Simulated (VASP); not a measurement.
# Nb: convergence, relaxation of the atoms

Nb, slab, 5 atoms in the cell. PBE, relaxation of the atoms; PAW potentials Nb_sv (PBE set). VASP 6.6.1.

Wanted: energy within 1 meV/atom; two shortest distances of each atom within 0.01 Å.

POSCAR:
```
Nb
1.0
    2.8820459413      0.0000000000      0.0000000000
   -0.9606819804      2.7172189717      0.0000000000
    0.0000000000      0.0000000000     24.4127226284
Nb
5
Selective dynamics
Direct
    0.5000000000      0.5000000000      0.3072170000  F F F
    0.0000000000      0.0000000000      0.4036080000  F F F
    0.4920310000      0.5148170000      0.5010350000  T T T
    0.0073120000      0.0007250000      0.5979430000  T T T
    0.4809120000      0.4958460000      0.6914150000  T T T
```

The series start from Force threshold EDIFFG (eV/Å): -0.02; Electronic threshold EDIFF (eV): 1e-6; Relaxation method: conjugate gradient, POTIM 0.5; Mixing and least electronic steps: default. Each series keeps the choices made before it, and each single choice may use up half of a tolerance.

## Force threshold EDIFFG (eV/Å)

| Force threshold EDIFFG (eV/Å) | Energy less reference (meV/atom) | Two shortest distances of each atom, largest deviation (Å) | Time (s) |
|---|---|---|---|
| -0.1 | 1.5 | 0.037 | 58 |
| -0.05 | 0.2 | 0.015 | 109 |
| -0.03 | 0.0 | 0.004 | 138 |
| -0.02 | 0.0 | 0.004 | 158 |
| -0.01 | 0.0 | 0.003 | 165 |
| -0.005 | 0.0 | 0.001 | 182 |
| -0.002 (reference) | 0.0 | 0.000 | 236 |

Chosen: -0.03, the loosest value from which every tighter one stays within half of the tolerance.

## Electronic threshold EDIFF (eV)

| Electronic threshold EDIFF (eV) | Energy less reference (meV/atom) | Two shortest distances of each atom, largest deviation (Å) | Time (s) |
|---|---|---|---|
| 0.001 | 0.1 | 0.007 | 61 |
| 0.0001 | 0.0 | 0.003 | 65 |
| 1e-5 | 0.0 | 0.003 | 93 |
| 1e-6 | 0.0 | 0.001 | 138 |
| 1e-7 (reference) | 0.0 | 0.000 | 170 |

Chosen: 0.0001.

## Relaxation method

| Relaxation method | Energy less reference (meV/atom) | Two shortest distances of each atom, largest deviation (Å) | Time (s) |
|---|---|---|---|
| conjugate gradient, POTIM 0.5 | 0.0 | 0.000 | 65 |
| conjugate gradient, POTIM 0.2 | 0.0 | 0.003 | 110 |
| conjugate gradient, POTIM 1.0 | 0.0 | 0.003 | 112 |
| quasi-Newton, POTIM 0.5 | 0.1 | 0.010 | 104 |
| quasi-Newton, POTIM 0.3, 10 steps kept | 0.0 | 0.008 | 109 |
| quasi-Newton, POTIM 0.5, at least 5 electronic steps | 0.2 | 0.013 | 95 |
| damped dynamics, POTIM 0.2, SMASS 0.4 | 0.1 | 0.011 | 96 |
| damped dynamics, POTIM 0.4, SMASS 0.8 | 0.2 | 0.014 | 90 |
| velocity quench, POTIM 0.1 | 0.1 | 0.013 | 76 |

Chosen: conjugate gradient, POTIM 0.5; no other choice that stays within half of the tolerance saves 30 % of the time.

## Mixing and least electronic steps

| Mixing and least electronic steps | Energy less reference (meV/atom) | Two shortest distances of each atom, largest deviation (Å) | SCF iterations | Time (s) |
|---|---|---|---|---|
| default | 0.0 | 0.000 | 90 | 65 |
| MAXMIX 40 | 0.0 | 0.005 | 75 | 63 |
| NELMIN 4 | 0.0 | 0.000 | 90 | 70 |
| NELMIN 4, MAXMIX 40 | 0.0 | 0.005 | 88 | 76 |
| ALGO Fast | 0.1 | 0.007 | 93 | 69 |

Chosen: default.

## All choices together

| Input | Energy less reference (meV/atom) | Two shortest distances of each atom, largest deviation (Å) | Time (s) |
|---|---|---|---|
| program defaults (naive) | 0.2 | 0.018 | 70 |
| chosen settings | 0.0 | 0.007 | 65 |
| reference settings throughout | 0.0 | 0.000 | 269 |

The tolerance is met.

## The input

INCAR:
```
SYSTEM = Nb
PREC = Normal
ENCUT = 350
EDIFF = 1E-4
ISMEAR = 1
SIGMA = 0.1
LREAL = .FALSE.
LASPH = .TRUE.
NELM = 100
ALGO = Normal
LWAVE = .FALSE.
LCHARG = .FALSE.
IBRION = 2
NSW = 150
ISIF = 2
EDIFFG = -0.03
POTIM = 0.5
KPAR = 8
```

KPOINTS:
```
k-points
0
Gamma
  8 8 1
```

Commands:
```
cat potpaw_PBE.64/Nb_sv/POTCAR > POTCAR
mpirun -np 8 vasp_std > vasp.out
```

The chosen input took VASP 6.6.1 65 s on 8 cores (Intel Xeon 6975P-C (Granite Rapids)), a shared host.

## An input that fails: ionic step far too long

VASP's message: internal error in: us.F  at line: 1398 internal ERROR SETYLM_AUG: -1 18 475 27 -2 17 17 If you are not a developer, you should not encounter this problem. Please submit a bug report.

Changes against the starting input:
```
- NELM = 100
- IBRION = 2
- NSW = 150
- POTIM = 0.5
+ NELM = 60
+ IBRION = 3
+ NSW = 30
+ POTIM = 5.0
+ SMASS = 0.4
```
